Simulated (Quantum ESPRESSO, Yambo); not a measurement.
# A GW chain in Yambo: KCl (Sylvite), part 2 of 2

How does a plane-wave GW calculation on KCl (Sylvite) run from the first input to the gap?

Quantum ESPRESSO 7.5 and Yambo 5.3.0; PBE and many-body steps on it, plane waves. Known limits of the many-body steps: not at the basis limit.

So far. Step 2 (Ground state): The gap is direct, at Γ. Step 3 (Bands along the symmetry lines): The gap is 5.190 eV, as in the run before at this level.

### 4. Empty states on the mesh, 4×4×4 mesh, 149 bands

Level of this step: DFT, PBE, plane waves, norm-conserving pseudopotentials (Quantum ESPRESSO).

The sums over transitions need many empty states on a uniform mesh; this step solves for them.

File pw.in:

```
&control
  calculation = 'nscf'
  prefix = 'x'
  outdir = 'o'
  pseudo_dir = 'pseudo'
/
&system
  ibrav = 0
  nat = 2
  ntyp = 2
  ecutwfc = 66.0
  nbnd = 149
  force_symmorphic = .true.
/
&electrons
  conv_thr = 1e-9
  electron_maxstep = 80
  diago_full_acc = .true.
  diago_thr_init = 5e-6
/
ATOMIC_SPECIES
  K 39.098 K.upf
  Cl 35.45 Cl.upf
CELL_PARAMETERS angstrom
  -0.0000000000 3.1464700000 3.1464700000
  3.1464700000 0.0000000000 3.1464700000
  3.1464700000 3.1464700000 -0.0000000000
ATOMIC_POSITIONS crystal
  K 0.0000000000 0.0000000000 0.0000000000
  Cl 0.5000000000 0.5000000000 0.5000000000
K_POINTS automatic
  4 4 4 0 0 0
```

On the command line:

```bash
$ OMP_NUM_THREADS=1 mpirun -n 4 pw.x -nk 4 -in pw.in > pw.out
```

Output:

```text
[banner, memory and clock lines left out]
Program PWSCF v.7.5 starts

     Atomic positions and unit cell read from directory:
     o/x.save/

     Message from routine setup:
     using ibrav=0 with symmetry is DISCOURAGED, use correct ibrav instead

     G-vector sticks info

     bravais-lattice index     =            0
     lattice parameter (alat)  =       8.4089  a.u.
     unit-cell volume          =     420.4336 (a.u.)^3
     number of atoms/cell      =            2
     number of atomic types    =            2
     number of electrons       =        16.00
     number of Kohn-Sham states=          149
     kinetic-energy cutoff     =      66.0000  Ry
     charge density cutoff     =     264.0000  Ry
     Exchange-correlation= PBE
                           (   1   4   3   4   0   0   0)

     celldm(1)=   8.408867  celldm(2)=   0.000000  celldm(3)=   0.000000
     celldm(4)=   0.000000  celldm(5)=   0.000000  celldm(6)=   0.000000

     crystal axes: (cart. coord. in units of alat)
               a(1) = (  -0.000000   0.707107   0.707107 )
               a(2) = (   0.707107   0.000000   0.707107 )
               a(3) = (   0.707107   0.707107  -0.000000 )

     reciprocal axes: (cart. coord. in units 2 pi/alat)
               b(1) = ( -0.707107  0.707107  0.707107 )
               b(2) = (  0.707107 -0.707107  0.707107 )
               b(3) = (  0.707107  0.707107 -0.707107 )
     Pseudo is Norm-conserving + core correction, Zval =  9.0
     Generated using ONCVPSP code by D. R. Hamann
     Using radial grid of 2222 points,  6 beta functions with:
     Pseudo is Norm-conserving + core correction, Zval =  7.0
     Generated using ONCVPSP code by D. R. Hamann
     Using radial grid of 1028 points,  6 beta functions with:
     K                 9.00    39.09800     K ( 1.00)
     Cl                7.00    35.45000     Cl( 1.00)

     48 Sym. Ops., with inversion, found

   Cartesian axes

     site n.     atom                  positions (alat units)
         1        K      tau(   1) = (   0.0000000   0.0000000   0.0000000  )
         2        Cl     tau(   2) = (   0.7071068   0.7071068   0.7071068  )

     number of k points=     8
                       cart. coord. in units 2pi/alat
        k(    1) = (   0.0000000   0.0000000   0.0000000), wk =   0.0312500
        k(    2) = (   0.1767767   0.1767767  -0.1767767), wk =   0.2500000
        k(    3) = (  -0.3535534  -0.3535534   0.3535534), wk =   0.1250000
[...]
k(    7) = (  -0.7071068   0.0000000   0.0000000), wk =   0.0937500
        k(    8) = (  -0.7071068   0.3535534   0.0000000), wk =   0.1875000

     Dense  grid:    30467 G-vectors     FFT dimensions: (  45,  45,  45)

     The potential is recalculated from file :
     o/x.save/charge-density

     Starting wfcs are    9 randomized atomic wfcs +  140 random wfcs

     Band Structure Calculation

     End of band structure calculation

          k = 0.0000 0.0000 0.0000 (  3839 PWs)   bands (ev):

   -26.2911 -11.2133  -9.7514  -9.7514  -9.7514   0.9045   0.9045   0.9045
     6.0941   9.2710   9.2710   9.2710  10.1289  10.1289  13.8753  16.8967
    16.8967  16.8967  18.8618  18.8618  18.8618  19.1841  19.1841  22.6007
[...]
[... 7 further rows ...]
[...]
90.2104  95.0960  95.0960  95.0960  95.2395

          k = 0.1768 0.1768-0.1768 (  3807 PWs)   bands (ev):

[...]
[... 7 further rows ...]
[...]
92.8065  93.2101  94.8849  95.0780  95.0780

          k =-0.3536-0.3536 0.3536 (  3798 PWs)   bands (ev):

[...]
55.3085  56.2237  56.2237  56.2615  60.4230  60.4230  60.9455  60.9455
     [... 7 further rows ...]
    89.8879  89.9988  91.0443  91.0443  91.3406  91.3406  93.0254  93.7692
    94.5608  94.6056  94.6710  94.6710  95.4382

          k = 0.3536 0.0000 0.0000 (  3831 PWs)   bands (ev):

     [... further k-points ...]

     highest occupied, lowest unoccupied level (ev):     0.9045    6.0941

     XML data file, pseudopotentials, collected wavefunctions
```

Wall time 14 s (4 MPI ranks of Arm Neoverse V1, shared host); peak memory 0.39 GiB; 55 s of CPU time.

Numbers from this step:

```yaml
gap: 5.190 eV
k_of_the_valence_top: 0, 0, 0
k_of_the_conduction_bottom: 0, 0, 0
least_direct_gap: 5.190 eV
k_points_computed: 8
lowest_point_of_the_top_converged_band_above_the_valence_top: 94.1735 eV
```

On this mesh the gap is 5.190 eV.

### 5. Conversion and set-up

This step: Yambo 5.3.0; conversion and set-up on PBE, plane waves, norm-conserving pseudopotentials.

The states are converted to the many-body program's format and the q mesh is built.

On the command line:

```bash
$ (cd o/x.save; p2y > p2y.log; mv SAVE ../..); yambo > setup.log
```

Output:

```text
 Yambo, version 5.3.0

 [02] CORE Variables Setup
 =========================

  [02.01] Unit cells
  ==================

  Cell kind             :  FCC
  Atoms in the cell     :  K  Cl
  number of K  atoms    :  1
  number of Cl atoms    :  1

  List of atomic masses
  Mass of K     :  39.09800
  Mass of Cl    :  35.45000

  List of atomic coordinates    : [cc]
  K1       :  0.000000  0.000000  0.000000  order 1
  Cl1       :  5.945967  5.945967  5.945967  order 2

  Alat factors          :  5.945967  5.945967  5.945967 [a.u.]
  Direct lattice volume :  420.4336 [a.u.]
  Direct lattice vectors:  A[ 1 ]  A[ 2 ]  A[ 3 ]
   A[ 1 ]: -0.000000  1.000000  1.000000  [iru]
  -0.000000  5.945967  5.945967  [cc]
   A[ 2 ]:  1.000000  0.000000  1.000000  [iru]
   5.945967  0.000000  5.945967  [cc]
   A[ 3 ]:  1.000000  1.000000 -0.000000  [iru]
   5.945967  5.945967 -0.000000  [cc]

  Recip. lattice volume :  0.589987 [a.u.]
  Recip. lattice vectors:  B[ 1 ]  B[ 2 ]  B[ 3 ]
   B[ 1 ]: -0.500000  0.500000  0.500000  [iku]
  -0.528357  0.528357  0.528357  [cc]
   B[ 2 ]:  0.500000 -0.500000  0.500000  [iku]
   0.528357 -0.528357  0.528357  [cc]
   B[ 3 ]:  0.500000  0.500000 -0.500000  [iku]
   0.528357  0.528357 -0.528357  [cc]

  [02.02] Symmetries
  ==================

  Inversion symmetry    : yes
  Spatial inversion     : yes
  Inversion index       :  25
  K-space Time-reversal : no
  Magnetic symmetries   : no
  Group table correct   : yes
  Symmetries units      :  [cc]

   [S  1]:   1.0000      0.31277E-16  0.31277E-16  0.31277E-16   1.0000     -0.31277E-16 -0.31277E-16 -0.31277E-16   1.0000
   [S  2]:  -1.0000     -0.31277E-16  0.31277E-16 -0.31277E-16  -1.0000     -0.31277E-16  0.31277E-16  0.31277E-16   1.0000
   [S  3]:  -1.0000      0.31277E-16 -0.31277E-16 -0.31277E-16   1.0000      0.31277E-16  0.31277E-16 -0.31277E-16  -1.0000
[...]
[... 36 further rows ...]
   [S 47]:  0.31277E-16   1.0000     -0.31277E-16 -0.31277E-16  0.31277E-16  -1.0000       1.0000     -0.31277E-16  0.31277E-16
   [S 48]:  0.31277E-16  -1.0000      0.31277E-16 -0.31277E-16 -0.31277E-16   1.0000       1.0000      0.31277E-16 -0.31277E-16

  [02.03] Reciprocal space
  ========================

  nG shells         :   318
  nG charge         :  30467
  nG WFs            :   4637
  nC WFs            :   3839
  G-vecs. in first 31 shells:  [ Number ]
     1    9   15   27   51   59   65   89  113
    137   169   181   229   259   283   307   331   339
    387   411   459   531   537   561   609   645   701
    725   749   821   869
  ...
  Shell energy in first 31 shells:  [ mHa ]
    0.00000      418.742      558.322      1116.64      1535.39      1674.97      2233.29      2652.03      2791.61
    3349.93      3768.67      4466.58      4885.32      5024.90      5583.22      6001.96      6141.54      6699.87
[...]
BZ  K-points                                      :   64

  K/Q-points units:
  rlu = crystal or reduced units; cc = cartesian coordinates; iku = interal k-units

  K [1]          [rlu]:  0.000000  0.000000  0.000000
         WF components:   3839
  K [2]          [rlu]: -0.15791E-17 -0.15791E-17  0.25000
         WF components:   3807
  K [3]          [rlu]:  0.17883E-18  0.17883E-18 -0.50000
         WF components:   3798
  K [4]          [rlu]: -0.51284E-17  0.25000      0.25000
         WF components:   3831
  K [5]          [rlu]: -0.23018E-16  0.25000     -0.50000
         WF components:   3822
  [... 2 further k-points ...]
  K [8]          [rlu]:  0.250000 -0.500000 -0.250000
         WF components:   3828

  [02.05] Energies & Occupations
  ==============================

  [X] === General ===
  [X] Electronic Temperature                        :  0.000000  0.000000 [eV K]
  [X] Bosonic    Temperature                        :  0.000000  0.000000 [eV K]
  [X] Finite Temperature mode                       : no
  [X] El. density                                   :  0.25681E+24 [cm-3]
  [X] Fermi Level                                   :  0.904510 [eV]

  [X] === Gaps and Widths ===
  [X] Conduction Band Min                           :  5.189547 [eV]
  [X] Valence Band Max                              :  0.000000 [eV]
  [X] Filled Bands                                  :   8
  [X] Empty Bands                                   :    9  149
  [X] Direct Gap                                    :  5.189547 [eV]
  [X] Direct Gap localized at k                     :  1
  [X] Indirect Gap                                  :  5.189547 [eV]
  [X] Indirect Gap between kpts                     :  1  1
  [X] Last valence band width                       :  0.471834 [eV]
  [X] 1st conduction band width                     :  2.840959 [eV]

  E @ K [1]:  [eV]
   -27.196      -12.118      -10.656      -10.656      -10.656     -0.42945E-09 -0.29257E-09   0.0000
    5.18955   8.36653   8.36653   8.36653   9.22443   9.22443  12.97082  15.99214
  occ @ K [1]
   2.000000  2.000000  2.000000  2.000000  2.000000  2.000000  2.000000  2.000000
[...]
E @ K [2]:  [eV]
[...]
occ @ K [2]
[...]
E @ K [3]:  [eV]
[...]
occ @ K [3]
[...]
E @ K [4]:  [eV]
[...]
occ @ K [4]
[...]
E @ K [5]:  [eV]
[...]
occ @ K [5]
[...]
[... 2 further k-points ...]
  E @ K [8]:  [eV]
[...]
occ @ K [8]
   2.000000  2.000000  2.000000  2.000000  2.000000  2.000000  2.000000  2.000000
   0.000000  0.000000  0.000000  0.000000  0.000000  0.000000  0.000000  0.000000

 [03] Transferred momenta grid and indexing
 ==========================================

 IBZ Q-points                                      :   8
 BZ  Q-points                                      :   64

 K/Q-points units:
 rlu = crystal or reduced units; cc = cartesian coordinates; iku = interal k-units

 Q [1]          [rlu]:  0.000000  0.000000  0.000000
 Q [2]          [rlu]: -0.15791E-17 -0.15791E-17  0.25000
 Q [3]          [rlu]:  0.17883E-18  0.17883E-18 -0.50000
[...]
Q [7]          [rlu]:  0.10257E-16 -0.50000     -0.50000
 Q [8]          [rlu]:  0.250000 -0.500000 -0.250000

  [03.01] X indexes
  =================

   [03.01.01] Sigma indexes
   ========================

 [06] Game Over & Game summary
```

Wall time 2.7 s (1 MPI rank); peak memory 0.25 GiB.

### 6. Screening and self-energy, 4×4×4 mesh, 149 bands, screening to 163.3 eV

Now the one-shot GW correction: screening in the RPA, then the self-energy of the levels asked for.

This step: G0W0 on PBE, plane waves, norm-conserving pseudopotentials.

File gw1.in:

```
HF_and_locXC
gw0
dyson
ppa
em1d
rim_cut
RandQpts= 1000000
RandGvec= 1 RL
EXXRLvcs= 66 Ry
VXCRLvcs= 264 Ry
Chimod= "HARTREE"
% BndsRnXp
 1 | 149 |
%
NGsBlkXp= 12 Ry
% LongDrXp
 1 | 1 | 1 |
%
% GbndRnge
 1 | 149 |
%
DysSolver= "n"
ExtendOut
PPAPntXp= 27.21138 eV
% QPkrange
 1 | 1 | 7 | 10 |
%
```

On the command line:

```bash
$ OMP_NUM_THREADS=1 mpirun -n 4 yambo -F gw1.in -J gw1 -C gw1 > gw1.log
```

Output:

```text
 Yambo, version 5.3.0

 [02] CORE Variables Setup
 =========================

  [... cell, symmetries and grids as in the set-up ...]

  [02.05] Energies & Occupations
  ==============================

  [X] === General ===
  [X] Electronic Temperature                        :  0.000000  0.000000 [eV K]
  [X] Bosonic    Temperature                        :  0.000000  0.000000 [eV K]
  [X] Finite Temperature mode                       : no
  [X] El. density                                   :  0.25681E+24 [cm-3]
  [X] Fermi Level                                   :  0.904510 [eV]

  [X] === Gaps and Widths ===
  [X] Conduction Band Min                           :  5.189547 [eV]
  [X] Valence Band Max                              :  0.000000 [eV]
  [X] Filled Bands                                  :   8
  [X] Empty Bands                                   :    9  149
  [X] Direct Gap                                    :  5.189547 [eV]
  [X] Direct Gap localized at k                     :  1
  [X] Indirect Gap                                  :  5.189547 [eV]
  [X] Indirect Gap between kpts                     :  1  1
  [X] Last valence band width                       :  0.471834 [eV]
  [X] 1st conduction band width                     :  2.840959 [eV]

 [03] Transferred momenta grid and indexing
 ==========================================

 IBZ Q-points                                      :   8
 BZ  Q-points                                      :   64

 K/Q-points units:
 rlu = crystal or reduced units; cc = cartesian coordinates; iku = interal k-units

 Q [1]          [rlu]:  0.000000  0.000000  0.000000
 Q [2]          [rlu]: -0.15791E-17 -0.15791E-17  0.25000
 Q [3]          [rlu]:  0.17883E-18  0.17883E-18 -0.50000
 Q [4]          [rlu]: -0.51284E-17  0.25000      0.25000
 Q [5]          [rlu]:  0.14002E-17  0.25000      0.50000
 Q [6]          [rlu]:  0.17883E-18  0.25000     -0.25000
 Q [7]          [rlu]:  0.10257E-16 -0.50000     -0.50000
 Q [8]          [rlu]:  0.250000 -0.500000 -0.250000

 [04] Coloumb potential Random Integration (RIM)
 ===============================================

  [04.01] RIM initialization
  ==========================

  * Diagonal components only detected *

  8 x (sBL volume)        :  0.073748 [a.u.]
  sBZ random points       :  1000000
  Points outside the sBZ  :   7999624
  RL volume               :  0.589987 [a.u.]
  Integrated volume       :  0.590014 [a.u.]

  [04.02] RIM integrals
  =====================

  Gamma point sphere radius             :  0.076068 [a.u.]
  Points outside the sphere             :   799635
  [Int_sBZ(q=0) 1/q^2]*(Vol_sBZ)^(-1/3) =:  7.763403
                                 should be <:  7.795600

  Summary of Coulomb integrals for non-metallic bands |Q|[au] RIM/Bare

  Q [1] 0.100000E-4 0.995870 * Q [2] 0.228785 1.064252
  Q [4] 0.264178 1.063621 * Q [6] 0.373605 1.026387
  Q [5] 0.438090 1.018937 * Q [3] 0.457571 1.016899
  Q [7] 0.528357 1.013120 * Q [8] 0.590721 1.010043

 [05] Dipoles
 ============

  [05.01] Setup: observables and procedures
  =========================================

 [06] Dynamic Dielectric Matrix (PPA)
 ====================================

 [WR./gw1//ndb.pp]---------------------------------------------------------------
  Brillouin Zone Q/K grids (IBZ/BZ)                :    8   64    8   64
  RL vectors                                       :   4645 [WF]
  Coulomb cutoff potential                         : none
  Electronic Temperature                           :  0.000000 [K]
  Bosonic    Temperature                           :  0.000000 [K]
  PPA    diel. fun.  energies                      : Perdew, Burke & Ernzerhof(X)+Perdew, Burke & Ernzerhof(C)
  wavefunctions                                    : Perdew, Burke & Ernzerhof(X)+Perdew, Burke & Ernzerhof(C)
  Global Gauge                                     : length
  X matrix size                                    :  307
  X band range                                     :    1  149
  X e/h energy range                               : -1.000000 -1.000000 [eV]
  X Time ordering                                  : R
  X Hxc Kernel                                     : HARTREE
  X Drude frequency                                :  0.000000  0.000000
  X poles                                          :  100.0000 [o/o]
  RL vectors in the sum                            :   4645
  [r,Vnl] included                                 : yes
  Field direction                                  :  0.577350E-5  0.577350E-5  0.577350E-5
  BZ energy Double Grid                            : no
  BZ energy DbGd points                            : 0
  BZ Q point size factor                           : -1.000000
  X Optical Averaged directions                    : none

 [07] Local Exchange-Correlation + Non-Local Fock
 ================================================

 [VXC] Plane waves :  30467
 [EXS] Plane waves :   3943

 QP @ state[ 1 ] K range:  1  1
 QP @ state[ 1 ] b range:   7  10

 [xc] Functional : Perdew, Burke & Ernzerhof(X)+Perdew, Burke & Ernzerhof(C)
 [xc] LIBXC used to calculate xc functional
  PP Number of Atomic Species                      :  2
  NLCC RL compoments                               :  30467
  PP Number of Atomic Species                      :  2
  NLCC RL compoments                               :  30467

 [xc] E_xc :  -7.315493 [Ha]
      E_xc :  -14.63099 [Ry]

  Local XC kind (lXC) : Perdew, Burke & Ernzerhof(X)+Perdew, Burke & Ernzerhof(C)
  Non-Local XC kind (nlXC) : Hartree-Fock

  Corrections @ K [1] :  [eV]
 <7|nlXC|7> = -18.61774 -0.87375E-17 <7|lXC|7> = -14.14755  0.18882E-15
 <8|nlXC|8> = -18.61778 -0.55003E-17 <8|lXC|8> = -14.14755  0.94408E-16
 <9|nlXC|9> = -3.270664  0.10673E-18 <9|lXC|9> = -6.954807  0.000000
 <10|nlXC|10> = -4.064610  0.42982E-18 <10|lXC|10> = -8.956463  0.000000

 [08] Dyson equation: Newton solver
 ==================================

  [08.01] G0W0 (W PPA)
  ====================

  [  GW  ] Bands range     :    1  149
  [GW/PPA] G damping       :  0.100000 [eV]

  QP @ state[ 1 ] K range:  1  1
  QP @ state[ 1 ] b range:   7  10

   Sc/G bands                                       :    1  149
   Sc/G damping                                     :  0.100000 ev
   Sc bands terminator                              : no
   Sx RL components                                 :   3943

   QP @ state[ 1 ] K range                          :  1  1
   QP @ state[ 1 ] b range                          :   7  10
   GF energies kind                                 : Perdew, Burke & Ernzerhof(X)+Perdew, Burke & Ernzerhof(C)
   GF WF`s kind                                     : Perdew, Burke & Ernzerhof(X)+Perdew, Burke & Ernzerhof(C)
   Xs energies kind                                 : Perdew, Burke & Ernzerhof(X)+Perdew, Burke & Ernzerhof(C)
   Xs WF`s kind                                     : Perdew, Burke & Ernzerhof(X)+Perdew, Burke & Ernzerhof(C)

 [11] Game Over & Game summary
```

The job ended after 88 s (4 MPI ranks; peak memory 1.7 GiB; 5.8 min of CPU time).

This step gave:

| Item | Value |
| --- | --- |
| G0W0 gap on the points computed | 8.079 eV |
| starting gap on the mesh | 5.190 eV |
| k of the valence top | 0, 0, 0 |
| k of the conduction bottom | 0, 0, 0 |
| least direct G0W0 gap on the computed points | 8.079 eV |
| Z at the valence top | 0.8169 |
| Z at the conduction bottom | 0.8792 |

The gap on the mesh goes from 5.19 eV to 8.08 eV, a correction of +2.89 eV.

Limits: finite bands, cutoff and mesh. v1 is the top filled band, c1 the lowest empty one. The levels before and after the correction (eV, zero at the valence-band top of each column):

```
           conduction bottom  valence top
Kohn-Sham               5.19         0.00
     G0W0               8.08         0.00
```

```
             level  energy (eV)
Kohn-Sham  Γ v2-v1        0.000
Kohn-Sham     Γ c1        5.190
Kohn-Sham     Γ c2        8.367
     G0W0  Γ v2-v1        0.000
     G0W0     Γ c1        8.079
     G0W0     Γ c2       12.214
```

### 7. Where the time went

Times are wall times on the hardware named with each run, good to a factor of about two.

```
                          step   time  share  memory (GiB)
                  ground state  5.6 s    5 %          0.24
bands along the symmetry lines    7 s    6 %          0.22
      empty states on the mesh   14 s   12 %          0.39
         conversion and set-up  2.7 s    2 %          0.25
     screening and self-energy   88 s   75 %           1.7
```

### 8. Outcome

* PBE gap: 5.19 eV, direct
* G0W0 gap on the mesh: 8.08 eV
* GW settings: 4×4×4 mesh, 149 bands, screening to 163.3 eV, Godby-Needs plasmon pole
* known limits: not at the basis limit

G0W0 moves the gap on the mesh from 5.19 eV to 8.08 eV (+2.89 eV), with Z of 0.82 and 0.88 at the edges. Only 1 of the mesh's irreducible points was corrected, so a valley elsewhere could overtake. The dearest step here is «screening and self-energy». Bands and cutoff are finite, so the gap is not at the basis limit. The miss can reach some tenths of an eV and take either sign; the mesh is an error of its own. In the G0W0 run levels were corrected at 1 k point alone, so a gap called «on the mesh» is the least over those, and an edge elsewhere would be missed.

[Paths, hosts, dates, memory and timing lines, banners, echoed tables and standing remarks are left out of the program output.]

[Logs are printed without paths, hosts, clocks, repeated set-up lines and the standing remarks that a program may print on its own settings, such as how far it seeks lower states.]

[Runs of the session that timed out or met a known fault of the program may be left out.]

[Hosts, paths, dates, database ids (printed as entryN), source tags and the programs' standing remarks are cut or masked in the printed files.]
